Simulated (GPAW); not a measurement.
# Li2O (Fm-3m) in GPAW: notebook

Runs on Li2O. Level: PBE. Tasks: single point.

All numbers are computed with GPAW 26.7.0; they aren't measurements. Logs are shortened: lines on timing, memory, paths and dates and some standing lists are left out, and cuts for length are marked. The log counts tension as positive stress, the text compression.

### 1 The crystal as given

It takes space group Fm-3m (No. 225, cubic). Conventional cell: a = 4.654 Å, b = 4.654 Å, c = 4.654 Å, α = 90.00°, β = 90.00°, γ = 90.00°. Around O (site symmetry m-3m) lie 8 Li at 2.02 Å. Li (site symmetry -43m) has 4 O at 2.02 Å as nearest neighbours.

The cell comes from a database or a generator and needn't be the stable form of this composition.

### 2 Single point, PBE

run.py

```python
from ase.dft.bandgap import bandgap
from ase.io import read, write
from ase.units import GPa
from gpaw import GPAW, PW

atoms = read('Li2O.xyz')

calc = GPAW(mode=PW(650),
            xc='PBE',
            kpts={'size': (8, 8, 8), 'gamma': True},
            occupations={'name': 'fermi-dirac', 'width': 0.05},
            nbands=12,
            maxiter=120,
            txt='gpaw.txt')
atoms.calc = calc
energy = atoms.get_potential_energy()
forces = atoms.get_forces()
stress = atoms.get_stress()
calc.write('gs.gpw')
write('result.traj', atoms)
print(f'Energy: {energy:.6f} eV')
print('Forces (eV/A):')
print(forces.round(4))
print('Stress (GPa):', (stress / GPa).round(3))
print('Fermi level:', round(calc.get_fermi_level(), 4), 'eV')
print(f'Gap: {bandgap(calc)[0]:.4f} eV, direct: {bandgap(calc, direct=True)[0]:.4f} eV')
```

Li2O.xyz

```xyz
3
Lattice="0.0000000000 2.3268543819 2.3268543819 2.3268543819 0.0000000000 2.3268543819 2.3268543819 2.3268543819 0.0000000000" Properties=species:S:1:pos:R:3 pbc="T T T"
O      0.0000000000      0.0000000000      0.0000000000
Li     1.1634271910      1.1634271910      1.1634271910
Li     3.4902815728      3.4902815728      3.4902815728
```

Potentials or basis: GPAW PAW data sets (gpaw-data 1.2.1), pw.

Launch:

```console
> OMP_NUM_THREADS=1 python run.py
```

gpaw.txt:

```text
__  _  _
 | _ |_)|_||  |
 |__||  | ||/\| - 26.7.0

Input parameters:
  mode=PW(ecut=650.0),
  kpts=MonkhorstPack(size=(8, 8, 8), gamma=True),
  maxiter=120,
  nbands=12,
  occupations=Occupations(name='fermi-dirac', width=0.05),
  xc=XC(name='PBE')

Diagonalizing LCAO Hamiltonian
Converting LCAO to pw mode

                  Li

           Li

       O

Atoms  # Å, Bohr magnetons
|   | symbol |        x |        y |        z |    initial magnetic moments |
|---|--------|----------|----------|----------|-----------------------------|
| 0 |      O | 0.000000 | 0.000000 | 0.000000 | ( 0.0000,  0.0000,  0.0000) |
| 1 |     Li | 1.163427 | 1.163427 | 1.163427 | ( 0.0000,  0.0000,  0.0000) |
| 2 |     Li | 3.490282 | 3.490282 | 3.490282 | ( 0.0000,  0.0000,  0.0000) |

Unit cell  # Å
| periodic |        x |        y |        z |  lengths |    angles |
|----------|----------|----------|----------|----------|-----------|
|      yes | 0.000000 | 2.326854 | 2.326854 | 3.290669 | 60.000000 |
|      yes | 2.326854 | 0.000000 | 2.326854 | 3.290669 | 60.000000 |
|      yes | 2.326854 | 2.326854 | 0.000000 | 3.290669 | 60.000000 |

Number of symmetries: 48
Symmetry operations  # r_c * U_cc + t_c -> r_c
|    | kind |            matrix            |
|----|------|------------------------------|
|  0 |  σ   |  1, 0, 0,  1, 0,-1,  1,-1, 0 |
|  1 |  C2  |  1, 0, 0,  1,-1, 0,  1, 0,-1 |
|  2 |  E   |  1, 0, 0,  0, 1, 0,  0, 0, 1 |
|  3 |  σ   |  1, 0, 0,  0, 0, 1,  0, 1, 0 |
|  4 |  C4  |  1, 0,-1,  1, 0, 0,  1,-1, 0 |
|  5 |  S6  |  1, 0,-1,  1,-1, 0,  1, 0, 0 |
|  6 |  σ   |  1, 0,-1,  0, 1,-1,  0, 0,-1 |
|  7 |  C3  |  1, 0,-1,  0, 0,-1,  0, 1,-1 |
|  8 |  S6  |  1,-1, 0,  1, 0, 0,  1, 0,-1 |
|  9 |  C4  |  1,-1, 0,  1, 0,-1,  1, 0, 0 |
| 10 |  C3  |  1,-1, 0,  0,-1, 1,  0,-1, 0 |
| 11 |  σ   |  1,-1, 0,  0,-1, 0,  0,-1, 1 |
| 12 |  σ   |  0, 1, 0,  1, 0, 0,  0, 0, 1 |
| 13 |  C4  |  0, 1, 0,  0, 1,-1, -1, 1, 0 |
| 14 |  C3  |  0, 1, 0,  0, 0, 1,  1, 0, 0 |
| 15 |  S6  |  0, 1, 0, -1, 1, 0,  0, 1,-1 |
| 16 |  C2  |  0, 1,-1,  1, 0,-1,  0, 0,-1 |
| 17 |  σ   |  0, 1,-1,  0, 1, 0, -1, 1, 0 |
| 18 |  S4  |  0, 1,-1,  0, 0,-1,  1, 0,-1 |
| 19 |  C4  |  0, 1,-1, -1, 1, 0,  0, 1, 0 |
| 20 |  C3  |  0, 0, 1,  1, 0, 0,  0, 1, 0 |
| 21 |  σ   |  0, 0, 1,  0, 1, 0,  1, 0, 0 |
| 22 |  S6  |  0, 0, 1,  0,-1, 1, -1, 0, 1 |
| 23 |  C4  |  0, 0, 1, -1, 0, 1,  0,-1, 1 |
| 24 |  S4  |  0, 0,-1,  1, 0,-1,  0, 1,-1 |
| 25 |  C3  |  0, 0,-1,  0, 1,-1,  1, 0,-1 |
| 26 |  C2  |  0, 0,-1,  0,-1, 0, -1, 0, 0 |
| 27 |  S6  |  0, 0,-1, -1, 0, 0,  0,-1, 0 |
| 28 |  S4  |  0,-1, 1,  1,-1, 0,  0,-1, 0 |
| 29 |  C4  |  0,-1, 1,  0, 0, 1, -1, 0, 1 |
| 30 |  C2  |  0,-1, 1,  0,-1, 0,  1,-1, 0 |
| 31 |  σ   |  0,-1, 1, -1, 0, 1,  0, 0, 1 |
| 32 |  C3  |  0,-1, 0,  1,-1, 0,  0,-1, 1 |
| 33 |  S6  |  0,-1, 0,  0, 0,-1, -1, 0, 0 |
| 34 |  S4  |  0,-1, 0,  0,-1, 1,  1,-1, 0 |
| 35 |  C2  |  0,-1, 0, -1, 0, 0,  0, 0,-1 |
| 36 |  C2  | -1, 1, 0,  0, 1, 0,  0, 1,-1 |
| 37 |  S6  | -1, 1, 0,  0, 1,-1,  0, 1, 0 |
| 38 |  S4  | -1, 1, 0, -1, 0, 1, -1, 0, 0 |
| 39 |  C3  | -1, 1, 0, -1, 0, 0, -1, 0, 1 |
| 40 |  S6  | -1, 0, 1,  0, 0, 1,  0,-1, 1 |
| 41 |  C2  | -1, 0, 1,  0,-1, 1,  0, 0, 1 |
| 42 |  C3  | -1, 0, 1, -1, 1, 0, -1, 0, 0 |
| 43 |  S4  | -1, 0, 1, -1, 0, 0, -1, 1, 0 |
| 44 |  C2  | -1, 0, 0,  0, 0,-1,  0,-1, 0 |
| 45 |  i   | -1, 0, 0,  0,-1, 0,  0, 0,-1 |
| 46 |  σ   | -1, 0, 0, -1, 1, 0, -1, 0, 1 |
| 47 |  C2  | -1, 0, 0, -1, 0, 1, -1, 1, 0 |

BZ-sampling:
  Number of BZ points: 512
  Number of IBZ points: 29

  Monkhorst-Pack size: [8, 8, 8]
  Monkhorst-Pack shift: [0.0625, 0.0625, 0.0625]

K-points  # in reciprocal-cell coordinates
|     |                                coordinates |     weight |
|-----|--------------------------------------------|------------|
|   0 | (  0.00000000,   0.00000000,   0.00000000) | 0.00195312 |
|   1 | (  0.12500000,   0.12500000,   0.00000000) | 0.01171875 |
|   2 | (  0.12500000,   0.12500000,   0.12500000) | 0.01562500 |
|   3 | (  0.25000000,   0.12500000,   0.12500000) | 0.02343750 |
|   4 | (  0.25000000,   0.25000000,   0.00000000) | 0.01171875 |
|   5 | (  0.25000000,   0.25000000,   0.12500000) | 0.04687500 |
|   6 | (  0.25000000,   0.25000000,   0.25000000) | 0.01562500 |
|   7 | (  0.37500000,   0.25000000,  -0.37500000) | 0.04687500 |
|   8 | (  0.37500000,   0.25000000,   0.12500000) | 0.04687500 |
|   9 | (  0.37500000,   0.25000000,   0.25000000) | 0.04687500 |
| ... |                                            |            |
|  28 | (  0.50000000,   0.50000000,   0.50000000) | 0.00781250 |

Plane wave coefficients: 960
Cutoff: 650.0 eV

Spin-components: 1 (collinear spins)
Bands:           12
Projectors:      11
Spin-degeneracy: 2
Datatype:        complex128

Parallelization:
  kpt:    1
  domain: 1
  band:   1

Density:
  Valence electrons: 8.0
  Components: 1
  Grid points: [20 20 20]
  Charge: 0.0  # |e|

Potential:
  Grid points: [20 20 20]

species:
  O:
    name:    Oxygen
    Z:       8.0
    valence: 6
    core:    2
    charge:  0.0  # [|e|]
    compensation charges:
      type: gauss
      rc: 0.21  # [Å]
      lmax: 2
    cutoffs:
      filter: 1.17  # [Å]
      core: 0.83  # [Å]
    projectors
    | kind |    occ | energy [eV] | rcut [Å] |
    |------|--------|-------------|----------|
    |   2s |  2.000 |     -23.961 |    0.688 |
    |   2p |  4.000 |      -9.029 |    0.598 |
    |    s |        |       3.251 |    0.688 |
    |    p |        |      18.182 |    0.598 |
    |    d |        |       0.000 |    0.619 |

    Using partial waves for O as LCAO basis

  Li:
    name:    Lithium
    Z:       3.0
    valence: 1
    core:    2
    charge:  0.0  # [|e|]
    compensation charges:
      type: gauss
      rc: 0.33  # [Å]
      lmax: 2
    cutoffs:
      filter: 1.91  # [Å]
      core: 2.55  # [Å]
    projectors
    | kind |    occ | energy [eV] | rcut [Å] |
    |------|--------|-------------|----------|
    |   2s |  1.000 |      -2.874 |    1.058 |
    |   2p |  0.000 |      -1.090 |    1.058 |
    |    s |        |      24.337 |    1.058 |

    Using partial waves for Li as LCAO basis

Reference energy: -2446.427942  # eV

eigensolver:
  PPCG
  Converge bands: occupied
  niter=2

density mixing:
  MSR1-Mixer
  Pratt-step length: 0.05
  Maximum mixing coefficient: 0.75
  Old densities: 10
  SVD Regularization: 0.005
  Good broyden scale: 1.0
  Trust region scale: 1.0
  Backstep threshold: 4.0
  History deletion threshold: 6.0
  Fourier metric: weight=20.0, sigma=0.015

occupation numbers:
  Fermi-Dirac:
    width: 0.0500  # eV

poisson solver:
  ecut: 5200.0  # eV

xc functional:
  name: PBE with 2 nearest neighbor stencil

convergence criteria:
- Maximum [total energy] change in last 3 cyles: 0.0005 eV / valence electron
- Maximum integral of absolute [dens]ity change: 0.0001 electrons / valence electron
- Maximum integral of absolute [eigenst]ate change: 4e-08 eV^2 / valence electron
maximum number of iterations: 120

SCF iterations
|iter     | |      energy | eigst |  dens |
|---------|-|-------------|-------|-------|
|iter:   1| |  -15.221300 | -0.24 |       |
|iter:   2| |  -14.996116 | -2.63 | -0.75 |
|iter:   3| |  -14.399721 | -1.67 | -0.80 |
|iter:   4| |  -14.396775 | -3.16 | -1.24 |
|iter:   5| |  -14.403903 | -3.08 | -1.50 |
|iter:   6| |  -14.404019 | -5.65 | -2.60 |
|iter:   7| |  -14.404052c| -5.87 | -2.95 |
|iter:   8| |  -14.404053c| -8.37c| -4.25c|

Converged in 8 steps
Energy contributions relative to reference atoms: (reference = -2446.427942)

Energy contributions:
  Kinetic:          15.760305
  Coulomb:         -14.404109
  Zero:              0.191150
  External:          0.000000
  Xc:              -15.951398
  Entropy:          -0.000000
  Spinorbit:         0.000000
  ----------------------------
  Free energy:     -14.404053
  Extrapolated:    -14.404053

dipole moment: (-13.053661, -13.053661, -13.053661)  # |e|*Ang

Fermi level: 2.825
Eigenvalues  # (at kpt = [0.000, 0.000, 0.000])
| band index |      eig [eV] | occ [0-2] |
|------------|---------------|-----------|
|          0 |       -14.198 |     2.000 |
|          1 |         1.237 |     2.000 |
|          2 |         1.237 |     2.000 |
|          3 |         1.237 |     2.000 |
|          4 |         6.327 |     0.000 |
|          5 |        13.067 |     0.000 |
|          6 |        13.067 |     0.000 |
|          7 |        13.067 |     0.000 |
|          8 |        20.116 |     0.000 |
|          9 |        20.116 |     0.000 |
|         10 |        20.116 |     0.000 |
|         11 |        28.496 |     0.000 |

Gap: 4.928 eV
Transition (v -> c):
  (s=0, k=0, n=3, [0.00, 0.00, 0.00]) -> (s=0, k=24, n=4, [0.50, 0.50, 0.00])
Direct/indirect transitions are different
Direct gap: 5.090 eV
Transition at: (s=0, k=0, n=3, [0.00, 0.00, 0.00])

Forces  # eV/Ang
|       x |        y |        z |
|---------|----------|----------|
| 0.00000 | -0.00000 | -0.00000 |  # O    0
| 0.00000 |  0.00000 |  0.00000 |  # Li   1
| 0.00000 | -0.00000 | -0.00000 |  # Li   2

Stress tensor  # eV/Ang^3
|         x |         y |         z |
|-----------|-----------|-----------|
|  0.003386 | -0.000000 | -0.000000 |
| -0.000000 |  0.003386 | -0.000000 |
| -0.000000 | -0.000000 |  0.003386 |

# Writing to gs.gpw (mode='')
```

Run time: 6.9 s. Hardware: 1 thread of Arm Neoverse V1, shared host; peak memory 0.14 GiB.

Results:

| Property | Result |
| --- | --- |
| Free energy | -14.4041 eV |
| Pressure | -0.5 GPa |
| Band gap on the k mesh | 4.93 eV, indirect (least direct gap 5.09 eV) |

Caveat: the cutoff is short for stress and forces, so pressures can be off by a GPa or more. A k mesh can miss the band edges.

### 3 Single point, PBE

Edit run.py of step 2 so:

```diff
@@ -7,3 +7,3 @@
 
-calc = GPAW(mode=PW(650),
+calc = GPAW(mode=PW(600),
             xc='PBE',
```

Li2O.xyz is that of step 2.

Potentials or basis: GPAW PAW data sets (gpaw-data 1.2.1), pw.

Launch:

```console
> OMP_NUM_THREADS=1 python run.py
```

Wall time 6.4 s (1 thread of Arm Neoverse V1, shared host); peak memory 0.14 GiB.

The run converged. Its results:

- Free energy: -14.3545 eV
- Pressure: -2.4 GPa
- Band gap on the k mesh: 4.93 eV, indirect (least direct gap 5.09 eV)

Levels at points of the mesh, in eV from the valence-band top:
| k point | band 2 | band 3 | band 4 | band 5 | band 6 | band 7 |
| --- | --- | --- | --- | --- | --- | --- |
| (0.00, 0.00, 0.00) | 0.00 | 0.00 | 0.00 | 5.09 | 11.83 | 11.83 |
| (0.50, 0.50, 0.00) | -1.59 | -1.35 | -1.35 | 4.93 | 13.36 | 13.36 |
| (0.50, 0.50, 0.50) | -2.73 | -0.43 | -0.43 | 9.07 | 9.60 | 11.99 |

Caveat: the cutoff is short for stress and forces, so pressures can be off by a GPa or more. A k mesh can miss the band edges.
